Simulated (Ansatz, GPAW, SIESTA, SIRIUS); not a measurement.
## One calculation of Ge, 5 ways

```xyz
2
Lattice="-2.4959 2.6509 1.4369 2.4959 -2.6509 1.4369 2.4959 2.6509 -1.4369" Properties=species:S:1:pos:R:3 pbc="T T T"
Ge   -0.0545    1.3267    0.1384
Ge    2.5130    1.3276    1.2763
```

This isn't the form of Ge at room conditions, which is diamond.

Atoms were shifted at random by some hundredths of an Å from the given cell, which wasn't relaxed again for these runs.

Alike in all runs: task single point; functional PBEsol; k mesh 11 × 11 × 11; occupations fermi-dirac, width 0.05 eV; no spin polarisation; no spin-orbit coupling. Pressure is positive in compression and, in plane waves, holds the error of the finite cutoff, which Ansatz's Pulay term estimates and takes out.

```csv
program and potentials,plane-wave cutoff (eV),notes,pressure (GPa),largest force (eV/Å),energy over the undisturbed cell (meV/atom)
"Ansatz, Ansatz PAW",420,"potentials made for PBE, which Ansatz adapts in part; 14 valence electrons an atom on average; Pulay term of +0.03 GPa included",-2.32,0.154,4.84
"SIESTA, files PseudoDojo sr-pbesol-0.4.1-standard, DZP (energy shift 0.003 Ry; two zetas on semicore shells)",-,atomic basis; 14 valence electrons an atom on average,-0.69,0.205,5.93
"Ansatz, all-electron LAPW, scalar-relativistic",-,-,?,?,-
"SIRIUS, PseudoDojo 0.4.1 PBEsol standard (scalar relativistic)",1078,14 valence electrons an atom on average,-2.27,0.156,-
"GPAW, PAW data sets generated for this functional",600,4 valence electrons an atom on average,-2.46,0.160,4.89
```

**Question.** Estimate from the other rows what the run with Ansatz, all-electron LAPW, scalar-relativistic gave.

**Answer.** Pressure -2.28 GPa; largest force 0.154 eV/Å. The other rows, which needn't bracket it: pressure -2.46 to -0.69; largest force 0.154 to 0.205; energy over the undisturbed cell 4.84 to 5.93.
